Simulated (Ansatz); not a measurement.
Rock-salt NaBr was calculated with LDA in Ansatz (PAW).

Run with plane-wave cutoff 520 eV, 10×10×10 k mesh, Fermi–Dirac smearing 0.01 eV, scalar-relativistic PAW data made under PBE.

Computed at the level's own relaxed cell.

Task: Estimate the bulk modulus, equilibrium volume per atom and band gap that the calculation returns.

Result: 
- bulk modulus = 26.5 GPa
- equilibrium volume per atom = 24.20 Å³/atom
- band gap = 4.08 eV (direct)

Measured, for comparison: band gap 7.1 eV (temperature not stated, not corrected to a static lattice; as tabulated in Aguado et al. (1998), arXiv:cond-mat/9809176); bulk modulus 22.6 GPa (4 K, zero-point motion not removed; as tabulated in Doll and Stoll (1998), arXiv:cond-mat/9801031); equilibrium volume per atom 26.01 Å³/atom (low temperature, zero-point motion not removed; as tabulated in Doll and Stoll (1998), arXiv:cond-mat/9801031). Computed (rounded) less measured: bulk modulus +17 %, equilibrium volume per atom -7.0 %.

Spin–orbit coupling is not included.

Computed values are for the static lattice.

Ansatz is a quantum-chemistry and plane-wave program.
